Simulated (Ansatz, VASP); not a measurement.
**One calculation of Pd, two programs**

```
Pd
1.0
     0.00000    1.94650    1.94650
     1.94650    0.00000    1.94650
     1.94650    1.94650    0.00000
Pd
1
Cartesian
  0.0000 0.0000 0.0000
```

Alike in both runs: task relaxation of cell and atoms; functional RPBE; k mesh 12 × 12 × 12; occupations fermi-dirac, width 0.05 eV; no spin polarisation.

```csv
,VASP,Ansatz
version,VASP 6.6.1,Ansatz 0.2.0
potentials or method,"VASP PAW PBE potentials, release 64 (Pd), cutoff 600 eV","all-electron LAPW, scalar-relativistic"
```

|  | VASP | Ansatz | Ansatz less VASP |
| --- | --- | --- | --- |
| relaxed volume (Å³/atom) | 15.72 | 15.74 | +0.023 |
| relaxed cell length with the largest relative difference (Å) | 2.812 | 2.813 | +0.0014 |
| energy change over the relaxation (meV/atom) | -32 | -33 | -1.4 |

Ansatz ran all-electron here, so the differences hold the error of VASP's frozen core and of both bases.

Caveats: the PAW data sets were made with another functional, which shifts forces and pressure a little (VASP). Zero-point motion and thermal expansion aren't in these numbers. RPBE and its kin give volumes clearly too large for solids.
